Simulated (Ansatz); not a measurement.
Input and output for Ca (bcc type): DFT, PBE, all-electron LAPW, scalar-relativistic (Ansatz 0.2.0).

The cell comes from a relaxation on PAW files under the same functional, begun from a prototype that needn't be the stable phase.

Command: `ansatz run input.yaml --threads 1 --pin off --max-ram 2048MiB --backend cpu --events-out ev --progress --plain --runs-dir out` It took 4.2 s on 1 thread of Arm Neoverse V1, on a shared host, peak memory 0.21 GiB.

```yaml
crystal:
  lattice:
    - [-2.1927620259, 2.1927620259, 2.1927620259]
    - [2.1927620259, -2.1927620259, 2.1927620259]
    - [2.1927620259, 2.1927620259, -2.1927620259]
  atoms:
    - { symbol: Ca, position: [0.0, 0.0, 0.0] }
kpoints:
  mp_grid: { grid: [12, 12, 12] }
  band_path:
    path:
      - [0.0, 0.0, 0.0]
      - [0.5, -0.5, 0.5]
      - [0.0, 0.0, 0.5]
      - [0.0, 0.0, 0.0]
      - [0.25, 0.25, 0.25]
      - [0.5, -0.5, 0.5]
      - [0.25, 0.25, 0.25]
      - [0.0, 0.0, 0.5]
    npoints: 14
scf:
  occupations: { method: fermi_dirac, width: 0.05 }
hamiltonian:
  xc: pbe
  pseudopotentials: { kind: all_electron, lapw: { basis_error: 0.001 } }
output:
  forces: true
  stress: true
  eigenvalues: true
  populations: true
  dos: { projected: true, de: 0.2, e_range: [-14, 8] }
```

Output:

```
Ca: projections on atomic orbitals take those of the free atom 1s2 2s2 2p6 3s2 3p6 4s2, of charge +0.00 (hamiltonian.pseudopotentials.projection_atoms)
LAPW: plane waves up to 4.815 Å⁻¹, error target 1.0e-3 eV per atom; small_component_spin mean_spin; Ca in spheres of 1.899 Å, 10 of its electrons in bands, Dirac shells [] (how accurate: hamiltonian.pseudopotentials.lapw.basis_error, Limitations)
Engine: ansatz 0.2.0
Pseudopotentials: kind: all_electron
Pseudopotential: Ca, LAPW, valence charge 10, lapw/all_electron/scalar/gaussian/Ca, Koelling and Harmon's equation, gaussian nucleus
Functional definition: PBE
  parameter kappa = 0.804
  parameter beta = 0.06672455060314922
  exchange = pbe_x(kappa = kappa, mu = beta*pi^2/3)
  correlation = pbe_c(beta = beta)
Crystal: 1 atoms, lattice volume = 42.173 Å³
Basis set: ecut = 88.31565044490965 eV, 79 PW (Γ), exchange–correlation at level 2
Bands: 9, of which v1, the nominal top of the filled ones, is band 5 counted from 1 (4 counted from 0)
Symmetry: 48 space group operations
Space group: Im-3m (ITA 229), of the structure as read, at distance tolerance 3.5e-5 Å
k-points: 72 of 1728
Non-local potential: Ca, projectors of the file, none
Initial density: superposition of atomic densities (chi_scale 0.1, normalization cell)
Initial wavefunctions: plane waves of lowest kinetic energy (no species holds an atomic orbital)
Functional: x = pbe(κ = 0.804, μ = 0.2195149727645171), c = pbe(β = 0.06672455060314922)
iter 1 solved again at ethr=5.45e-5 eV; its pass at ethr=1.00e-1 eV (dr2=5.45e-3 eV) is discarded
SCF iter   1: F=—  HF=-18514.452929 eV  |F-HF|=—  |Δ(HF+E_count)|=         —  Δρ=3.05e-3  dr2=5.46e-3  ethr=5.45e-5  ⟨swp⟩=3.6  Hψ=5242  notcnv=0
preconditioner: auto → Kerker (q_TF=auto, 2.146 Å⁻¹)  [metal: Δε(μ)=0.002 eV  Ē_g=3.477 eV  σ=0.050 eV  W_gap=0.01  n_scr=12 (ndim 8)  ℏωp=8.1 eV  f_vac=0.000  D(μ)=1.83/eV (n_scr^D=12)]
SCF iter   2: F=—  HF=-18514.454854 eV  |F-HF|=—  |Δ(HF+E_count)|=   1.92e-3  Δρ=2.45e-3  dr2=3.80e-3  ethr=5.45e-5  ⟨swp⟩=2.0  Hψ=2090  notcnv=0
SCF iter   3: F=—  HF=-18514.457767 eV  |F-HF|=—  |Δ(HF+E_count)|=   2.91e-3  Δρ=1.40e-3  dr2=1.40e-3  ethr=3.80e-5  ⟨swp⟩=2.0  Hψ=2056  notcnv=0
iter 4 solved again at ethr=1.32e-6 eV; its pass at ethr=1.40e-5 eV (dr2=1.32e-4 eV) is discarded
SCF iter   4: F=—  HF=-18514.458405 eV  |F-HF|=—  |Δ(HF+E_count)|=   6.38e-4  Δρ=3.89e-4  dr2=1.32e-4  ethr=1.32e-6  ⟨swp⟩=2.0  Hψ=3392  notcnv=0
SCF iter   5: F=—  HF=-18514.458440 eV  |F-HF|=—  |Δ(HF+E_count)|=   3.47e-5  Δρ=8.42e-5  dr2=5.23e-6  ethr=1.32e-6  ⟨swp⟩=2.0  Hψ=2054  notcnv=0
SCF iter   6: F=—  HF=-18514.458439 eV  |F-HF|=—  |Δ(HF+E_count)|=   2.53e-7  Δρ=2.96e-5  dr2=4.92e-7  ethr=5.23e-8  ⟨swp⟩=2.0  Hψ=2054  notcnv=0
SCF iter   7: F=-18514.458439 eV  HF=-18514.458439 eV  |F-HF|=3.42e-9  |Δ(HF+E_count)|=   8.81e-8  Δρ=3.03e-6  dr2=3.26e-9  ethr=4.92e-9  ⟨swp⟩=2.0  Hψ=2054  notcnv=0
SCF 1 converged in 7 iterations: F = -18514.458439 eV  dr2 = 3.26e-9
NSCF: frozen V_eff on 99 k-points
SCF converged after 7 iterations
Free energy (F): -18514.458439 eV
Harris-Foulkes:  -18514.458439 eV  (|F-HF|=3.42e-9)
Internal energy: -18514.443954 eV  (E = F + TS)
E sigma→0 (E₀):  -18514.451197 eV
Entropy (-TS):   -0.014486 eV (-14.486 meV/atom)
Fermi energy:    5.296287 eV
--- Per-component energies (eV) ---
  E_band       = -172.262567
  E_kinetic    = 18658.759345
  E_xc         = -983.104204
  E_electrostatic = -36190.099095  (all electrons and nuclei)
  E_smearing   = -0.014486  (= −TS)
  E_closure    = 0.000000  (closes the sum)
  E_atoms      = -18512.560587  (free atoms, spherical and without spin; not in F)
  Σ components = -18514.458439   (vs F -18514.458439, Δ=0.00e0)
  Basis errors (estimates in eV, not in F): energy 3.3e-4 per atom: plane waves 3.2e-4 (1.7e-4 summed), levels above the bands 3.7e-30, relativity 5.2e-9, radial functions 5.5e-6, core shells 2.2e-10; eigenvalues (radial functions only) 1.6e-6; not estimated: angular momenta, meshes, grids; target (lapw.basis_error) 1.0e-3; muffin-tin radii Ca 1.899 Å
--- Forces (eV/Å), atoms counted from 1 ---
  atom   1  Ca    -0.00000000     0.00000000     0.00000000
  max |Σ_I F_I| component: 2.21e-32 eV/Å
--- Stress (GPa, compression-positive) ---
       -0.011542      -0.000000      -0.000000
       -0.000000      -0.011542      -0.000000
       -0.000000      -0.000000      -0.011542
  P = ⅓ Tr σ = -0.0115 GPa (-0.115 kbar)
--- Band table (eV; the first three rows and the last of 72) ---
  k-point 0: bands = ["-36.7873", "-17.6995", "-17.6995", "-17.6995", "1.2177", "7.5784", "7.5784", "7.5784", "8.6308"]
  k-point 1: bands = ["-36.7863", "-17.7091", "-17.7027", "-17.6995", "1.3432", "7.5004", "7.5286", "7.6730", "8.5400"]
  k-point 2: bands = ["-36.7836", "-17.7351", "-17.7114", "-17.6995", "1.7110", "7.2954", "7.3002", "7.9490", "8.4247"]
  k-point 71: bands = ["-36.7612", "-17.8006", "-17.8006", "-17.8006", "5.3331", "5.3331", "9.2073", "9.2073", "9.2073"]
--- Löwdin populations: 1 site ---
  site symbol       q [e]
     0     Ca     19.4740
  spilling = 0.026298 (of n_electrons = 20.000000)
```

populations.tsv:

```
# site	symbol	l	j	q
# orbitals = lowdin
# n_electrons = 20.000000
# spilling = 0.026298
# projection_atom_Ca: 1s2 2s2 2p6 3s2 3p6 4s2
0	Ca	0_1S	-	1.999998
0	Ca	0_2S	-	1.999867
0	Ca	0_3S	-	1.996252
0	Ca	0_4S	-	1.479220
0	Ca	1_2P	-	5.999998
0	Ca	1_3P	-	5.998702
```

Next run (volume at 0.88 of the series' base cell), as changes to the input before:

```diff
   lattice:
-    - [-2.1927620259, 2.1927620259, 2.1927620259]
-    - [2.1927620259, -2.1927620259, 2.1927620259]
-    - [2.1927620259, 2.1927620259, -2.1927620259]
+    - [-2.1012887025, 2.1012887025, 2.1012887025]
+    - [2.1012887025, -2.1012887025, 2.1012887025]
+    - [2.1012887025, 2.1012887025, -2.1012887025]
   atoms:
   mp_grid: { grid: [12, 12, 12] }
-  band_path:
-    path:
-      - [0.0, 0.0, 0.0]
-      - [0.5, -0.5, 0.5]
-      - [0.0, 0.0, 0.5]
-      - [0.0, 0.0, 0.0]
-      - [0.25, 0.25, 0.25]
-      - [0.5, -0.5, 0.5]
-      - [0.25, 0.25, 0.25]
-      - [0.0, 0.0, 0.5]
-    npoints: 14
 scf:
   populations: true
-  dos: { projected: true, de: 0.2, e_range: [-14, 8] }
```

Results part of the output:

```
SCF 1 converged in 7 iterations: F = -18514.422578 eV  dr2 = 2.02e-9
SCF converged after 7 iterations
Free energy (F): -18514.422578 eV
Harris-Foulkes:  -18514.422578 eV  (|F-HF|=2.19e-9)
Internal energy: -18514.410000 eV  (E = F + TS)
E sigma→0 (E₀):  -18514.416289 eV
Entropy (-TS):   -0.012578 eV (-12.578 meV/atom)
Fermi energy:    6.285516 eV
--- Per-component energies (eV) ---
  E_band       = -160.008947
  E_kinetic    = 18660.393157
  E_xc         = -983.780685
  E_electrostatic = -36191.022472  (all electrons and nuclei)
  E_smearing   = -0.012578  (= −TS)
  E_closure    = 0.000000  (closes the sum)
  E_atoms      = -18512.560587  (free atoms, spherical and without spin; not in F)
  Σ components = -18514.422578   (vs F -18514.422578, Δ=0.00e0)
  Basis errors (estimates in eV, not in F): energy 3.4e-4 per atom: plane waves 3.3e-4 (1.7e-4 summed), levels above the bands 5.3e-33, relativity 1.0e-8, radial functions 7.7e-6, core shells 9.5e-10; eigenvalues (radial functions only) 1.4e-6; not estimated: angular momenta, meshes, grids; target (lapw.basis_error) 1.0e-3; muffin-tin radii Ca 1.820 Å
--- Forces (eV/Å), atoms counted from 1 ---
  atom   1  Ca    -0.00000000     0.00000000     0.00000000
  max |Σ_I F_I| component: 3.18e-32 eV/Å
--- Stress (GPa, compression-positive) ---
        2.481513       0.000000       0.000000
        0.000000       2.481513      -0.000000
        0.000000      -0.000000       2.481513
  P = ⅓ Tr σ = 2.4815 GPa (24.815 kbar)
--- Band table (eV; the first three rows and the last of 72) ---
  k-point 0: bands = ["-35.4860", "-16.3769", "-16.3769", "-16.3769", "1.9795", "8.7552", "8.7552", "8.7552", "9.9504"]
  k-point 1: bands = ["-35.4842", "-16.3922", "-16.3818", "-16.3769", "2.1195", "8.6635", "8.6973", "8.8654", "9.8411"]
  k-point 2: bands = ["-35.4793", "-16.4337", "-16.3952", "-16.3770", "2.5276", "8.4265", "8.4297", "9.1874", "9.7093"]
  k-point 71: bands = ["-35.4392", "-16.5337", "-16.5337", "-16.5337", "6.1617", "6.1617", "10.7560", "10.7560", "10.7560"]
--- Löwdin populations: 1 site ---
  site symbol       q [e]
     0     Ca     19.4867
  spilling = 0.025663 (of n_electrons = 20.000000)
```

Next run (volume at 0.78 of the series' base cell), as changes to the input before:

```diff
   lattice:
-    - [-2.1012887025, 2.1012887025, 2.1012887025]
-    - [2.1012887025, -2.1012887025, 2.1012887025]
-    - [2.1012887025, 2.1012887025, -2.1012887025]
+    - [-2.0184734242, 2.0184734242, 2.0184734242]
+    - [2.0184734242, -2.0184734242, 2.0184734242]
+    - [2.0184734242, 2.0184734242, -2.0184734242]
   atoms:
```

Results part of the output:

```
SCF 1 converged in 7 iterations: F = -18514.316107 eV  dr2 = 1.14e-9
SCF converged after 7 iterations
Free energy (F): -18514.316107 eV
Harris-Foulkes:  -18514.316107 eV  (|F-HF|=9.90e-10)
Internal energy: -18514.307362 eV  (E = F + TS)
E sigma→0 (E₀):  -18514.311735 eV
Entropy (-TS):   -0.008745 eV (-8.745 meV/atom)
Fermi energy:    7.297280 eV
--- Per-component energies (eV) ---
  E_band       = -147.583190
  E_kinetic    = 18662.128940
  E_xc         = -984.459762
  E_electrostatic = -36191.976540  (all electrons and nuclei)
  E_smearing   = -0.008745  (= −TS)
  E_closure    = 0.000000  (closes the sum)
  E_atoms      = -18512.560587  (free atoms, spherical and without spin; not in F)
  Σ components = -18514.316107   (vs F -18514.316107, Δ=0.00e0)
  Basis errors (estimates in eV, not in F): energy 3.4e-4 per atom: plane waves 3.3e-4 (1.8e-4 summed), levels above the bands 6.9e-36, relativity 5.9e-9, radial functions 9.5e-6, core shells 3.6e-9; eigenvalues (radial functions only) 6.2e-7; not estimated: angular momenta, meshes, grids; target (lapw.basis_error) 1.0e-3; muffin-tin radii Ca 1.748 Å
--- Forces (eV/Å), atoms counted from 1 ---
  atom   1  Ca    -0.00000000     0.00000000    -0.00000000
  max |Σ_I F_I| component: 4.72e-32 eV/Å
--- Stress (GPa, compression-positive) ---
        5.905124       0.000000       0.000000
        0.000000       5.905124      -0.000000
        0.000000      -0.000000       5.905124
  P = ⅓ Tr σ = 5.9051 GPa (59.051 kbar)
--- Band table (eV; the first three rows and the last of 72) ---
  k-point 0: bands = ["-34.1834", "-15.0355", "-15.0355", "-15.0355", "2.8218", "9.9562", "9.9562", "9.9562", "11.2998"]
  k-point 1: bands = ["-34.1804", "-15.0589", "-15.0428", "-15.0356", "2.9778", "9.8503", "9.8906", "10.0832", "11.1707"]
  k-point 2: bands = ["-34.1721", "-15.1221", "-15.0625", "-15.0360", "3.4296", "9.5817", "9.5841", "10.4544", "11.0221"]
  k-point 71: bands = ["-34.1046", "-15.2676", "-15.2676", "-15.2676", "7.0118", "7.0118", "12.4097", "12.4097", "12.4097"]
--- Löwdin populations: 1 site ---
  site symbol       q [e]
     0     Ca     19.4922
  spilling = 0.025389 (of n_electrons = 20.000000)
```

Next run (volume at 0.68 of the series' base cell), as changes to the input before:

```diff
   lattice:
-    - [-2.0184734242, 2.0184734242, 2.0184734242]
-    - [2.0184734242, -2.0184734242, 2.0184734242]
-    - [2.0184734242, 2.0184734242, -2.0184734242]
+    - [-1.9282402279, 1.9282402279, 1.9282402279]
+    - [1.9282402279, -1.9282402279, 1.9282402279]
+    - [1.9282402279, 1.9282402279, -1.9282402279]
   atoms:
```

Results part of the output:

```
SCF 1 converged in 5 iterations: F = -18514.091911 eV  dr2 = 5.67e-10
SCF converged after 5 iterations
Free energy (F): -18514.091911 eV
Harris-Foulkes:  -18514.091911 eV  (|F-HF|=2.95e-9)
Internal energy: -18514.084531 eV  (E = F + TS)
E sigma→0 (E₀):  -18514.088221 eV
Entropy (-TS):   -0.007381 eV (-7.381 meV/atom)
Fermi energy:    8.559108 eV
--- Per-component energies (eV) ---
  E_band       = -132.306011
  E_kinetic    = 18664.402791
  E_xc         = -985.289917
  E_electrostatic = -36193.197405  (all electrons and nuclei)
  E_smearing   = -0.007381  (= −TS)
  E_closure    = 0.000000  (closes the sum)
  E_atoms      = -18512.560587  (free atoms, spherical and without spin; not in F)
  Σ components = -18514.091911   (vs F -18514.091911, Δ=0.00e0)
  Basis errors (estimates in eV, not in F): energy 3.4e-4 per atom: plane waves 3.3e-4 (1.7e-4 summed), levels above the bands 2.2e-39, relativity 4.1e-9, radial functions 1.4e-5, core shells 1.6e-8; eigenvalues (radial functions only) 6.8e-7; not estimated: angular momenta, meshes, grids; target (lapw.basis_error) 1.0e-3; muffin-tin radii Ca 1.670 Å
--- Forces (eV/Å), atoms counted from 1 ---
  atom   1  Ca     0.00000000     0.00000000     0.00000000
  max |Σ_I F_I| component: 1.23e-32 eV/Å
--- Stress (GPa, compression-positive) ---
       11.591105       0.000000       0.000000
        0.000000      11.591105       0.000000
        0.000000       0.000000      11.591105
  P = ⅓ Tr σ = 11.5911 GPa (115.911 kbar)
--- Band table (eV; the first three rows and the last of 72) ---
  k-point 0: bands = ["-32.6084", "-13.3832", "-13.3832", "-13.3832", "3.9550", "11.4408", "11.4408", "11.4408", "12.9733"]
  k-point 1: bands = ["-32.6030", "-13.4202", "-13.3942", "-13.3835", "4.1326", "11.3172", "11.3668", "11.5902", "12.8189"]
  k-point 2: bands = ["-32.5881", "-13.5198", "-13.4241", "-13.3844", "4.6418", "11.0054", "11.0204", "12.0252", "12.6494"]
  k-point 71: bands = ["-32.4695", "-13.7371", "-13.7371", "-13.7371", "8.0695", "8.0695", "14.3120", "14.3120", "14.3120"]
--- Löwdin populations: 1 site ---
  site symbol       q [e]
     0     Ca     19.4864
  spilling = 0.025679 (of n_electrons = 20.000000)
```

Next run (volume at 0.58 of the series' base cell), as changes to the input before:

```diff
   lattice:
-    - [-1.9282402279, 1.9282402279, 1.9282402279]
-    - [1.9282402279, -1.9282402279, 1.9282402279]
-    - [1.9282402279, 1.9282402279, -1.9282402279]
+    - [-1.828665056, 1.828665056, 1.828665056]
+    - [1.828665056, -1.828665056, 1.828665056]
+    - [1.828665056, 1.828665056, -1.828665056]
   atoms:
   mp_grid: { grid: [12, 12, 12] }
+  band_path:
+    path:
+      - [0.0, 0.0, 0.0]
+      - [0.5, -0.5, 0.5]
+      - [0.0, 0.0, 0.5]
+      - [0.0, 0.0, 0.0]
+      - [0.25, 0.25, 0.25]
+      - [0.5, -0.5, 0.5]
+      - [0.25, 0.25, 0.25]
+      - [0.0, 0.0, 0.5]
+    npoints: 8
 scf:
   populations: true
+  dos: { projected: true, de: 0.2, e_range: [-14, 8] }
```

Command: `ansatz run input.yaml --threads 1 --pin off --max-ram 2048MiB --backend cpu --events-out ev --progress --plain --runs-dir out` It took 3.9 s on 1 thread of Arm Neoverse V1, on a shared host, peak memory 0.22 GiB.

Results part of the output:

```
SCF 1 converged in 5 iterations: F = -18513.673996 eV  dr2 = 3.57e-10
NSCF: frozen V_eff on 57 k-points
SCF converged after 5 iterations
Free energy (F): -18513.673996 eV
Harris-Foulkes:  -18513.673996 eV  (|F-HF|=3.81e-9)
Internal energy: -18513.668301 eV  (E = F + TS)
E sigma→0 (E₀):  -18513.671148 eV
Entropy (-TS):   -0.005695 eV (-5.695 meV/atom)
Fermi energy:    10.191059 eV
--- Per-component energies (eV) ---
  E_band       = -112.816835
  E_kinetic    = 18667.253514
  E_xc         = -986.346564
  E_electrostatic = -36194.575252  (all electrons and nuclei)
  E_smearing   = -0.005695  (= −TS)
  E_closure    = 0.000000  (closes the sum)
  E_atoms      = -18512.560587  (free atoms, spherical and without spin; not in F)
  Σ components = -18513.673996   (vs F -18513.673996, Δ=0.00e0)
  Basis errors (estimates in eV, not in F): energy 3.2e-4 per atom: plane waves 3.0e-4 (1.6e-4 summed), levels above the bands 9.1e-44, relativity 9.2e-9, radial functions 1.9e-5, core shells 7.8e-8; eigenvalues (radial functions only) 7.1e-7; not estimated: angular momenta, meshes, grids; target (lapw.basis_error) 1.0e-3; muffin-tin radii Ca 1.584 Å
--- Forces (eV/Å), atoms counted from 1 ---
  atom   1  Ca     0.00000000    -0.00000000     0.00000000
  max |Σ_I F_I| component: 1.27e-31 eV/Å
--- Stress (GPa, compression-positive) ---
       20.978331       0.000000       0.000000
        0.000000      20.978331       0.000000
        0.000000       0.000000      20.978331
  P = ⅓ Tr σ = 20.9783 GPa (209.783 kbar)
--- Band table (eV; the first three rows and the last of 72) ---
  k-point 0: bands = ["-30.6429", "-11.2624", "-11.2624", "-11.2624", "5.5562", "13.3476", "13.3476", "13.3476", "15.1270"]
  k-point 1: bands = ["-30.6327", "-11.3237", "-11.2798", "-11.2631", "5.7646", "13.2007", "13.2640", "13.5271", "14.9387"]
  k-point 2: bands = ["-30.6048", "-11.4877", "-11.3270", "-11.2651", "6.3528", "12.8329", "12.8724", "14.0486", "14.7424"]
  k-point 71: bands = ["-30.3846", "-11.8223", "-11.8223", "-11.8223", "9.4332", "9.4332", "16.7473", "16.7473", "16.7473"]
--- Löwdin populations: 1 site ---
  site symbol       q [e]
     0     Ca     19.4544
  spilling = 0.027280 (of n_electrons = 20.000000)
```

Next run (volume at 0.5 of the series' base cell), as changes to the input before:

```diff
   lattice:
-    - [-1.828665056, 1.828665056, 1.828665056]
-    - [1.828665056, -1.828665056, 1.828665056]
-    - [1.828665056, 1.828665056, -1.828665056]
+    - [-1.7403963733, 1.7403963733, 1.7403963733]
+    - [1.7403963733, -1.7403963733, 1.7403963733]
+    - [1.7403963733, 1.7403963733, -1.7403963733]
   atoms:
   mp_grid: { grid: [12, 12, 12] }
-  band_path:
-    path:
-      - [0.0, 0.0, 0.0]
-      - [0.5, -0.5, 0.5]
-      - [0.0, 0.0, 0.5]
-      - [0.0, 0.0, 0.0]
-      - [0.25, 0.25, 0.25]
-      - [0.5, -0.5, 0.5]
-      - [0.25, 0.25, 0.25]
-      - [0.0, 0.0, 0.5]
-    npoints: 8
 scf:
   populations: true
-  dos: { projected: true, de: 0.2, e_range: [-14, 8] }
```

Command: `ansatz run input.yaml --threads 1 --pin off --max-ram 2048MiB --backend cpu --events-out ev --progress --plain --runs-dir out` It took 3 s on 1 thread of Arm Neoverse V1, with other jobs on the host, peak memory 0.21 GiB.

Results part of the output:

```
SCF 1 converged in 5 iterations: F = -18513.117093 eV  dr2 = 3.29e-10
SCF converged after 5 iterations
Free energy (F): -18513.117093 eV
Harris-Foulkes:  -18513.117093 eV  (|F-HF|=4.69e-9)
Internal energy: -18513.111524 eV  (E = F + TS)
E sigma→0 (E₀):  -18513.114309 eV
Entropy (-TS):   -0.005568 eV (-5.568 meV/atom)
Fermi energy:    12.025538 eV
--- Per-component energies (eV) ---
  E_band       = -92.732796
  E_kinetic    = 18669.890558
  E_xc         = -987.433387
  E_electrostatic = -36195.568696  (all electrons and nuclei)
  E_smearing   = -0.005568  (= −TS)
  E_closure    = 0.000000  (closes the sum)
  E_atoms      = -18512.560587  (free atoms, spherical and without spin; not in F)
  Σ components = -18513.117093   (vs F -18513.117093, Δ=0.00e0)
  Basis errors (estimates in eV, not in F): energy 3.1e-4 per atom: plane waves 2.9e-4 (1.5e-4 summed), levels above the bands 3.9e-47, relativity 8.9e-9, radial functions 2.0e-5, core shells 3.3e-7; eigenvalues (radial functions only) 1.4e-6; not estimated: angular momenta, meshes, grids; target (lapw.basis_error) 1.0e-3; muffin-tin radii Ca 1.507 Å
--- Forces (eV/Å), atoms counted from 1 ---
  atom   1  Ca     0.00000000    -0.00000000     0.00000000
  max |Σ_I F_I| component: 1.03e-31 eV/Å
--- Stress (GPa, compression-positive) ---
       32.749089      -0.000000       0.000000
       -0.000000      32.749089       0.000000
        0.000000       0.000000      32.749089
  P = ⅓ Tr σ = 32.7491 GPa (327.491 kbar)
--- Band table (eV; the first three rows and the last of 72) ---
  k-point 0: bands = ["-28.6752", "-9.0542", "-9.0542", "-9.0542", "7.3973", "15.3293", "15.3293", "15.3293", "17.3681"]
  k-point 1: bands = ["-28.6576", "-9.1497", "-9.0803", "-9.0556", "7.6413", "15.1579", "15.2373", "15.5419", "17.1434"]
  k-point 2: bands = ["-28.6092", "-9.4032", "-9.1507", "-9.0595", "8.3161", "14.7313", "14.8071", "16.1587", "16.9196"]
  k-point 71: bands = ["-28.2295", "-9.8892", "-9.8892", "-9.8892", "10.8544", "10.8544", "19.2941", "19.2941", "19.2941"]
--- Löwdin populations: 1 site ---
  site symbol       q [e]
     0     Ca     19.3800
  spilling = 0.030998 (of n_electrons = 20.000000)
```

The structure type is held throughout; the real material can change phase at far lower pressure.
